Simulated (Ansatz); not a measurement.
**Sensitivity of the G0W0 gap of SiC (P6_3mc)**

A base run on SiC (P6_3mc), then changed inputs.

Method: G0W0 on PBE, plane waves, PAW; PAW set soft_1, in Ansatz 0.2.0.

### 1. The structure

Symmetry: P6_3mc, No. 186, hexagonal system. Conventional cell: a = 3.074 Å, b = 3.074 Å, c = 5.045 Å, α = 90.00°, β = 90.00°, γ = 120.00°. Nearest to Si lie 4 C at 1.88 to 1.90 Å. Nearest to C lie 4 Si at 1.88 to 1.90 Å. Farther neighbours are not listed.

Coordinates:

```cif
data_structure
_symmetry_space_group_name_H-M 'P 1'
_symmetry_Int_Tables_number 1
_cell_length_a 3.0735
_cell_length_b 3.0735
_cell_length_c 5.0452
_cell_angle_alpha 90.000
_cell_angle_beta 90.000
_cell_angle_gamma 120.000
_cell_volume 41.27
loop_
_atom_site_label
_atom_site_type_symbol
_atom_site_fract_x
_atom_site_fract_y
_atom_site_fract_z
_atom_site_occupancy
Si1 Si 0.33333 0.66667 0.49960 1
Si2 Si 0.66667 0.33333 0.99960 1
C3 C 0.33333 0.66667 0.87540 1
C4 C 0.66667 0.33333 0.37540 1
```

The cell and positions are those that the Materials Project relaxed with its own functionals (PBE, PBE+U or r2SCAN), kept fixed.

### 2. The base run: 6×6×2 mesh, 123 empty bands, screening to 120 eV, PAW set soft_1 files

Now the one-shot GW correction: screening in the RPA, then the self-energy of the levels asked for. This step takes PAW set soft_1 files.

input.yaml

```yaml
crystal:
  lattice:
    - [3.0735139282, 0.0, 0.0]
    - [-1.5367569641, 2.6617411407, 0.0]
    - [0.0, 0.0, 5.04524771]
  atoms:
    - { symbol: Si, position: [0.33333333, 0.66666667, 0.4996024] }
    - { symbol: Si, position: [0.66666667, 0.33333333, 0.9996024] }
    - { symbol: C, position: [0.33333333, 0.66666667, 0.8753976] }
    - { symbol: C, position: [0.66666667, 0.33333333, 0.3753976] }
kpoints:
  mp_grid: { grid: [6, 6, 2] }
hamiltonian:
  xc: pbe
  pseudopotentials: { kind: paw, azcp: { folder: soft_1 } }
scf:
  occupations: { method: fixed }
gw:
  n_empty_bands: 123
  ecut_chi: 120
  qp_bands: [v2, c2]
  qp_kpoints: band_edges
  screening: { model: contour_deformation }
```

Run with:

```console
ansatz run input.yaml --threads 3 --pin off --max-ram 92160MiB --backend cuda --events-out ev --progress --plain --runs-dir out --devices 1 --max-vram 13GiB
```

Numbers of over 12 decimals in the logs are rounded to 6 here.

The program printed:

```text
GPUs: using 1 of 1 available (devices: 1).
Engine: ansatz 0.2.0, x86_64-unknown-linux-gnu
Pseudopotentials: kind: paw
Pseudopotential: Si, paw, valence charge 4, recommended cutoff 420 eV (normal), soft_1/Si.paw.azcp
Pseudopotential: C, paw, valence charge 4, recommended cutoff 420 eV (normal), soft_1/C.paw.azcp
Functional definition: PBE
  parameter kappa = 0.804
  parameter beta = 0.066725
  exchange = pbe_x(kappa = kappa, mu = beta*pi^2/3)
  correlation = pbe_c(beta = beta)
device memory: the entry about to start is reckoned to put 0.8 GiB on a device that reports 50.5 GiB free (of which the cap on the GPU budget leaves the run 13.0 GiB)
GPU FFT provider: cuFFT
GPU libraries: cuBLAS 13.8.2, cuFFT 12.4.0, cuSOLVER 12.3.4
Crystal: 4 atoms, lattice volume = 41.275 Å³
Basis set: ecut = 420 eV, 785 PW (Γ)
Bands: 12, of which v1, the nominal top of the filled ones, is band 8 counted from 1 (7 counted from 0)
Symmetry: 12 space group operations
Space group: P63mc (ITA 186), of the structure as read, at distance tolerance 3.5e-5 Å
k-points: 14 of 72
Non-local potential: Si, projectors of the file, l = 0: 2, l = 1: 2, l = 2: 1
Non-local potential: C, projectors of the file, l = 0: 2, l = 1: 2, l = 2: 1
PAW form: soft (Blöchl's): semilocal exchange-correlation on the pseudo side does not see the compensation charge
PAW one-centre angular grid: Si, 110 points (default); XC on 64 Gauss nodes
PAW one-centre angular grid: C, 110 points (default); XC on 64 Gauss nodes
Initial density: superposition of atomic densities (chi_scale 0.1, normalization cell, long waves kept (reshape's long-wave potential 0.00 eV rms))
Initial wavefunctions: pseudopotential atomic-orbital guess
GPU buffer pool allocated for 20736 grid points (all kernels)
GPU transforms: local potential and band sums: pruned to the plane-wave sphere, on 24×24×36
Functional: x = pbe(κ = 0.804, μ = 0.219515), c = pbe(β = 0.066725)
SCF iter   1: F=—  HF=-1777.332618 eV  |F-HF|=—  |Δ(HF+E_count)|=         —  Δρ=1.39e-1  dr2=9.75e0  ethr=3.10e-3  ⟨swp⟩=4.3  Hψ=978  notcnv=0  defer=24
preconditioner: auto → none  [insulator: Δε(μ)=4.365 eV  Ē_g=12.803 eV  n_scr=2 (ndim 8)  ℏωp=23.1 eV  f_vac=0.000  ε∞_Penn≈4.3]
SCF iter   2: F=—  HF=-1774.449649 eV  |F-HF|=—  |Δ(HF+E_count)|=    2.88e0  Δρ=4.90e-2  dr2=6.06e-1  ethr=3.10e-3  ⟨swp⟩=3.7  Hψ=520  notcnv=0  defer=25
SCF iter   3: F=—  HF=-1774.303676 eV  |F-HF|=—  |Δ(HF+E_count)|=   1.46e-1  Δρ=1.96e-2  dr2=8.22e-2  ethr=3.10e-3  ⟨swp⟩=2.4  Hψ=334  notcnv=0  defer=25
SCF iter   4: F=—  HF=-1774.299388 eV  |F-HF|=—  |Δ(HF+E_count)|=   4.29e-3  Δρ=1.55e-3  dr2=7.26e-4  ethr=5.14e-4  ⟨swp⟩=2.0  Hψ=196  notcnv=0  defer=28
[...]
E_nonlocal   = 90.335731
  E_hartree    = 64.567649
  E_xc         = -211.515037
  E_vxc        = -217.623235  (∫ρ·V_xc dr)
  E_paw        = -1223.289305  (= ΣΔE_a)
  E_vpaw       = -18.780587  (= ΣTr[D̂ρ^β])
  E_aug_tail   = 0.000106  (compensation charges beyond the density's cutoff)
  E_ewald      = -569.245654
  E_smearing   = -0.000000  (= −TS)
  E_closure    = 0.000000  (closes the sum)
  Σ components = -1774.299625   (vs F -1774.299625, Δ=0.00e0)
--- Band table (eV; the first three rows and the last of 14) ---
  k-point 0: bands = [... 4 lower, 8.3482, 9.5505, 9.6668, 9.6668, 14.4816, 15.8699, 16.3443, 16.3443]
  k-point 1: bands = [... 4 lower, 8.9538, 8.9538, 8.9538, 8.9538, 15.5716, 15.5716, 17.0257, 17.0257]
  k-point 2: bands = [... 4 lower, 7.6578, 8.0886, 9.1894, 9.3793, 14.5499, 16.4312, 16.7778, 16.9848]
  k-point 13: bands = [... 4 lower, 4.0131, 4.0131, 7.9233, 7.9233, 14.7413, 14.7413, 15.6837, 15.6837]
--- G₀W₀: contour deformation, 6 samples at zero and on the imaginary axis and 1 off it, 72 q-points, 123 empty bands' worth ---
  eigenvalues of the whole cell's RPA ε∞ on this k-mesh (on a slab, of 1 + 4πα/V) = 6.6639, 6.9061, 6.9061; static W/v taken at q = 0 is 0.147651
  bands read: the sum over 131 bands ends inside a degenerate multiplet in 8 slots, whose members it reads at an even weight; the widest, k=1: bands 129 to 132 (counted from 1) at 3/4 each
  gw.qp_kpoints: band_edges: 11 of 14 stored k-points solved, in 1 pass; an edge of the gap read off the rows below is read off those points alone
    valence top: of the k-points left out ik 8 came nearest to being solved in a further pass, in band 8 (counted from 1, as in the quasiparticle table): it holds the edge there only if its correction is more favourable than any solved in that band by at least 1.257 eV; those differ by 0.307 eV
    conduction bottom: of the k-points left out ik 10 came nearest to being solved in a further pass, in band 9 (counted from 1, as in the quasiparticle table): it holds the edge there only if its correction is more favourable than any solved in that band by at least 1.154 eV; those differ by 0.353 eV
    ik  band        ε_KS         Σx   Σc(E_QP)       V_xc       Z   E_QP_lin       E_QP  E_QP is
     0     7      9.6668   -18.3760     2.0959   -15.8119  0.7910     9.1971     9.1986  root
     0     8      9.6668   -18.3760     2.0959   -15.8119  0.7910     9.1971     9.1986  root
     0     9     14.4816    -9.2277    -4.6965   -14.5061  0.8045    15.0659    15.0635  root
     0    10     15.8699    -9.2111    -5.2198   -15.0291  0.7866    16.4717    16.4681  root
     1     7      8.9538   -18.5120     2.2838   -15.6870  0.7891     8.4106     8.4127  root
     1     8      8.9538   -18.5120     2.2838   -15.6870  0.7891     8.4106     8.4127  root
     1     9     15.5716    -8.8790    -4.9411   -14.4344  0.8000    16.1889    16.1858  root
     1    10     15.5716    -8.8790    -4.9411   -14.4344  0.8000    16.1889    16.1858  root
[...]
13     7      7.9233   -18.7431     2.6192   -15.4969  0.7825     7.2929     7.2963  root
    13     8      7.9233   -18.7431     2.6192   -15.4969  0.7825     7.2929     7.2963  root
    13     9     14.7413    -7.8343    -4.7806   -13.1502  0.8069    15.2788    15.2766  root
    13    10     14.7413    -7.8343    -4.7806   -13.1502  0.8069    15.2788    15.2766  root
[key lines of the parts left out:]
SCF converged after 7 iterations
Free energy (F): -1774.299625 eV
Fermi energy:    9.666810 eV
```

It took 12 s on 1 × NVIDIA H100 80GB HBM3 (shared by 6 runs) with 3 threads of AMD EPYC 7R13 (Zen 3), shared host; peak memory 1 GiB; 9.2 s of CPU time.

The column dr2 measures how far the density is from self-consistency, as an energy; F and HF (Harris–Foulkes) agree once it is small.

Numbers from this step:

| Property | Result |
| --- | --- |
| bands summed | 131 |
| RPA ε∞ on this mesh (eigenvalues) | 6.664, 6.906, 6.906 |
| plane waves in the screening matrix | 135 |
| q-points in the mesh | 72 |
| G0W0 gap on the mesh | 2.999 eV |
| k of the valence top | 0, 0, 0 |
| k of the conduction bottom | 0.3333, 0.3333, 0 |
| starting gap on the mesh | 2.269 eV |
| Z at the valence top | 0.7910 |
| Z at the conduction bottom | 0.8211 |
| least direct G0W0 gap on the computed points | 4.927 eV |

The gap on the mesh goes from 2.27 eV to 3.00 eV, a correction of +0.73 eV. Between the two edge states, bare exchange in place of the xc potential would open the gap by 6.98 eV, and correlation takes back 6.25 eV.

### 3. Variant: norm-conserving files, smooth pair densities

This step: G0W0 on PBE, plane waves, norm-conserving pseudopotentials.

Changes to input.yaml since step 2:

```diff
@@ -14,3 +14,3 @@
   xc: pbe
-  pseudopotentials: { kind: paw, azcp: { folder: soft_1 } }
+  pseudopotentials: { kind: nc }
 scf:
@@ -18,4 +18,4 @@
 gw:
-  n_empty_bands: 123
-  ecut_chi: 120
+  n_empty_bands: 67
+  ecut_chi: 80
   qp_bands: [v2, c2]
@@ -23 +23,2 @@
   screening: { model: contour_deformation }
+  pair_densities: pseudo
```

The program printed:

```text
GPUs: using 1 of 1 available (devices: 1).
[...]
GPU FFT provider: cuFFT
GPU libraries: cuBLAS 13.8.2, cuFFT 12.4.0, cuSOLVER 12.3.4
Crystal: 4 atoms, lattice volume = 41.275 Å³
Basis set: ecut = 1115.666836 eV, 3465 PW (Γ)
Bands: 12, of which v1, the nominal top of the filled ones, is band 8 counted from 1 (7 counted from 0)
Symmetry: 12 space group operations
[...]
k-points: 14 of 72
[...]
GPU buffer pool allocated for 77760 grid points (all kernels)
[...]
SCF iter   1: F=—  HF=-562.191646 eV  |F-HF|=—  |Δ(HF+E_count)|=         —  Δρ=1.42e-1  dr2=1.00e1  ethr=3.10e-3  ⟨swp⟩=5.1  Hψ=994  notcnv=0  defer=28
[...]
SCF iter   7: F=-559.092604 eV  HF=-559.092604 eV  |F-HF|=5.33e-9  |Δ(HF+E_count)|=   2.74e-7  Δρ=8.81e-6  dr2=1.75e-8  ethr=6.25e-10  ⟨swp⟩=4.6  Hψ=971  notcnv=0
SCF 1 converged in 7 iterations: F = -559.092604 eV  dr2 = 1.75e-8
[...]
NSCF: frozen V_eff on 14 k-points
[...]
G₀W₀ screening: q 1/14
[... further progress lines ...]
SCF converged after 7 iterations
Free energy (F): -559.092604 eV
[...]
Internal energy: -559.092604 eV  (E = F + TS)
E sigma→0 (E₀):  -559.092604 eV
Fermi energy:    9.686189 eV
[...]
--- Band table (eV; the first three rows and the last of 14) ---
  k-point 0: bands = [... 4 lower, 8.3660, 9.5690, 9.6862, 9.6862, 14.4911, 15.8908, 16.3486, 16.3486]
  k-point 1: bands = [... 4 lower, 8.9724, 8.9724, 8.9724, 8.9724, 15.5819, 15.5819, 17.0310, 17.0310]
  k-point 2: bands = [... 4 lower, 7.6747, 8.1063, 9.2074, 9.3985, 14.5577, 16.4449, 16.7895, 16.9950]
  k-point 13: bands = [... 4 lower, 4.0272, 4.0272, 7.9407, 7.9407, 14.7496, 14.7496, 15.6973, 15.6973]
[...]
0     7      9.6862   -17.6494     2.4114   -15.0371  0.7931     9.4851     9.4854  root
     0     8      9.6862   -17.6494     2.4114   -15.0371  0.7931     9.4851     9.4854  root
     0     9     14.4911    -7.0214    -4.5217   -12.1602  0.8046    15.1109    15.1081  root
     0    10     15.8908    -7.1088    -5.0198   -12.7648  0.7874    16.5310    16.5270  root
     1     7      8.9724   -17.6042     2.5847   -14.7050  0.7908     8.6572     8.6579  root
     1     8      8.9724   -17.6042     2.5847   -14.7050  0.7908     8.6572     8.6579  root
     1     9     15.5819    -6.6496    -4.7612   -12.0230  0.7999    16.1972    16.1941  root
     1    10     15.5819    -6.6496    -4.7612   -12.0230  0.7999    16.1972    16.1941  root
[...]
13     7      7.9407   -17.6272     2.8986   -14.2786  0.7838     7.4889     7.4907  root
    13     8      7.9407   -17.6272     2.8986   -14.2786  0.7838     7.4889     7.4907  root
    13     9     14.7496    -6.2501    -4.6178   -11.4358  0.8067    15.3200    15.3174  root
    13    10     14.7496    -6.2501    -4.6178   -11.4358  0.8067    15.3200    15.3174  root
```

Elapsed: 13 s, on 1 × NVIDIA H100 80GB HBM3 (shared by 6 runs) with 3 threads; peak memory 1 GiB.

The G0W0 gap on the mesh is 2.775 eV.

Against the base:

| setting | base | variant |
| --- | --- | --- |
| files | PAW set soft_1 | norm-conserving |
| empty bands | 123 | 67 |
| screening cutoff (eV) | 120 | 80 |
| pair densities | - | pseudo |

| quantity | variant | base |
| --- | --- | --- |
| starting gap on the mesh | 2.258 | 2.269 |
| G0W0 gap on the mesh | 2.775 | 2.999 |
| least direct G0W0 gap on the computed points | 4.757 | 4.927 |
| Z at the valence top | 0.793 | 0.791 |
| Z at the conduction bottom | 0.821 | 0.821 |

### 4. Variant: plasmon pole at a typed frequency

This step: G0W0 on PBE, plane waves, PAW; PAW set soft_1.

input.yaml, the sections that differ from step 3:

```yaml
hamiltonian:
  xc: pbe
  pseudopotentials: { kind: paw, azcp: { folder: soft_1 } }
gw:
  n_empty_bands: 93
  ecut_chi: 100
  qp_bands: [v2, c2]
  qp_kpoints: band_edges
  screening: { model: godby_needs }
  plasmon_pole_fit_frequency: 15
# crystal, kpoints, scf: as in step 3
```

The program printed:

```text
GPUs: using 1 of 1 available (devices: 1).
[...]
GPU FFT provider: cuFFT
GPU libraries: cuBLAS 13.8.2, cuFFT 12.4.0, cuSOLVER 12.3.4
Crystal: 4 atoms, lattice volume = 41.275 Å³
Basis set: ecut = 420 eV, 785 PW (Γ)
Bands: 12, of which v1, the nominal top of the filled ones, is band 8 counted from 1 (7 counted from 0)
Symmetry: 12 space group operations
[...]
k-points: 14 of 72
[...]
GPU buffer pool allocated for 20736 grid points (all kernels)
[...]
SCF iter   1: F=—  HF=-1777.332618 eV  |F-HF|=—  |Δ(HF+E_count)|=         —  Δρ=1.39e-1  dr2=9.75e0  ethr=3.10e-3  ⟨swp⟩=4.3  Hψ=978  notcnv=0  defer=24
[...]
SCF iter   7: F=-1774.299625 eV  HF=-1774.299625 eV  |F-HF|=5.15e-8  |Δ(HF+E_count)|=   5.07e-7  Δρ=1.98e-5  dr2=9.10e-8  ethr=6.25e-10  ⟨swp⟩=3.9  Hψ=925  notcnv=0
SCF 1 converged in 7 iterations: F = -1774.299625 eV  dr2 = 9.10e-8
[...]
G₀W₀ screening: q 1/14
[... further progress lines ...]
SCF converged after 7 iterations
Free energy (F): -1774.299625 eV
[...]
Internal energy: -1774.299625 eV  (E = F + TS)
E sigma→0 (E₀):  -1774.299625 eV
Fermi energy:    9.666810 eV
[...]
--- Band table (eV; the first three rows and the last of 14) ---
  k-point 0: bands = [... 4 lower, 8.3482, 9.5505, 9.6668, 9.6668, 14.4816, 15.8699, 16.3443, 16.3443]
  k-point 1: bands = [... 4 lower, 8.9538, 8.9538, 8.9538, 8.9538, 15.5716, 15.5716, 17.0257, 17.0257]
  k-point 2: bands = [... 4 lower, 7.6578, 8.0886, 9.1894, 9.3793, 14.5499, 16.4312, 16.7778, 16.9848]
  k-point 13: bands = [... 4 lower, 4.0131, 4.0131, 7.9233, 7.9233, 14.7413, 14.7413, 15.6837, 15.6837]
--- G₀W₀: ω_p = 15.0000 eV, 72 q-points, 93 empty bands' worth ---
[...]
GN-PPA: 139270/631693 pairs with Re ω̃² < 0 across q-mesh
[...]
0     7      9.6668   -18.3760     2.3214   -15.8119  0.7904     9.4238     9.4241  root
     0     8      9.6668   -18.3760     2.3214   -15.8119  0.7904     9.4238     9.4241  root
     0     9     14.4816    -9.2277    -4.5566   -14.5061  0.8052    15.2065    15.2034  root
     0    10     15.8699    -9.2111    -5.0711   -15.0291  0.7906    16.6209    16.6168  root
     1     7      8.9538   -18.5120     2.5024   -15.6870  0.7891     8.6307     8.6313  root
     1     8      8.9538   -18.5120     2.5024   -15.6870  0.7891     8.6307     8.6313  root
     1     9     15.5716    -8.8790    -4.8002   -14.4344  0.8022    16.3303    16.3267  root
     1    10     15.5716    -8.8790    -4.8002   -14.4344  0.8022    16.3303    16.3267  root
[...]
13     7      7.9233   -18.7431     2.8286   -15.4969  0.7843     7.5046     7.5057  root
    13     8      7.9233   -18.7431     2.8286   -15.4969  0.7843     7.5046     7.5057  root
    13     9     14.7413    -7.8343    -4.6475   -13.1502  0.8079    15.4124    15.4096  root
    13    10     14.7413    -7.8343    -4.6475   -13.1502  0.8079    15.4124    15.4096  root
```

Run time: 12 s. Hardware: 1 × NVIDIA H100 80GB HBM3 (shared by 6 runs) with 3 threads; peak memory 1 GiB; 8.8 s of CPU time.

The G0W0 gap on the mesh is 2.888 eV.

Against the base:

| setting | base | variant |
| --- | --- | --- |
| empty bands | 123 | 93 |
| screening cutoff (eV) | 120 | 100 |
| frequency model | contour deformation | plasmon pole |
| plasmon pole fit frequency | - | 15 |

| quantity | variant | base |
| --- | --- | --- |
| starting gap on the mesh | 2.269 | 2.269 |
| G0W0 gap on the mesh | 2.888 | 2.999 |
| least direct G0W0 gap on the computed points | 4.837 | 4.927 |
| Z at the valence top | 0.790 | 0.791 |
| Z at the conduction bottom | 0.820 | 0.821 |

### 5. Results

```yaml
base: 3.00 eV, 12 s
norm_conserving_files_smooth_pair_densities: 2.78 eV, 13 s
plasmon_pole_at_a_typed_frequency: 2.89 eV, 12 s
```

In words: Norm-conserving files, smooth pair densities: the gap moves by −0.22 eV (the plane-wave cutoff goes from 420 to 1115.67 eV). The variant differs from the base in files, empty bands, screening cutoff and pair densities together, so the change can't be laid to one of them. Plasmon pole at a typed frequency: the gap moves by −0.11 eV. The variant differs from the base in empty bands, screening cutoff, frequency model and plasmon pole fit frequency together, so the change can't be laid to one of them. All runs here use a coarse mesh and modest cutoffs; they test settings and are not final values. The 6×6×2 mesh is coarse for this cell (its supercell is 10 Å along the shortest edge). The RPA ε∞ on it, from the PBE start, is 6.66 and 6.91; such meshes misread the long-range screening, most where the gap is narrow.

[Paths, hosts, dates, memory and timing lines, banners, echoed tables and standing remarks are left out of the program output.]

[Logs are printed without paths, hosts, clocks, repeated set-up lines and the standing remarks that a program may print on its own settings, such as how far it seeks lower states.]

[Runs of the session that timed out or met a known fault of the program may be left out.]

[Cells called generated may have been cut or substituted from an entry of the Crystallography Open Database or the Materials Project.]

[Hosts, paths, dates, database ids (printed as entryN), source tags and the programs' standing remarks are cut or masked in the printed files.]
